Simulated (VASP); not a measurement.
Here is a VASP 6.6.1 calculation.

INCAR

```
SYSTEM = BAs
ALGO = Normal ; EDIFF = 1E-7
EDIFFG = -0.01 ; ENCUT = 600
GGA = CA ; IBRION = 2
ISIF = 2 ; ISMEAR = 0
LASPH = .TRUE. ; LCHARG = .FALSE.
LREAL = .FALSE. ; LWAVE = .FALSE.
NELM = 80 ; NSW = 40
PREC = Accurate ; SIGMA = 0.03
```

The input KPOINTS:

```
k-points
0
G
  10 10 10
  0 0 0
```

POSCAR

```
BAs                                     
1.0
    0.0000000000      2.3390992598      2.3390992598
    2.3390992598      0.0000000000      2.3390992598
    2.3390992598      2.3390992598      0.0000000000
  B               As            
     1     1
Direct
     0.0000000000000000    0.0000000000000000    0.0000000000000000
     0.2500000000000000    0.2500000000000000    0.2500000000000000
```

Potentials or basis: VASP PAW LDA potentials, release 64 (B, As).

Command:

```sh
$ cat potpaw_LDA.64/B/POTCAR potpaw_LDA.64/As/POTCAR > POTCAR
$ mpirun -np 1 vasp_std > vasp.out
```

(1) Estimate the band gap on the k mesh.

Results:

(1) 1.07 eV, indirect (least direct gap 3.33 eV).

Caveat: the relaxation stopped at its first step, so nothing moved.
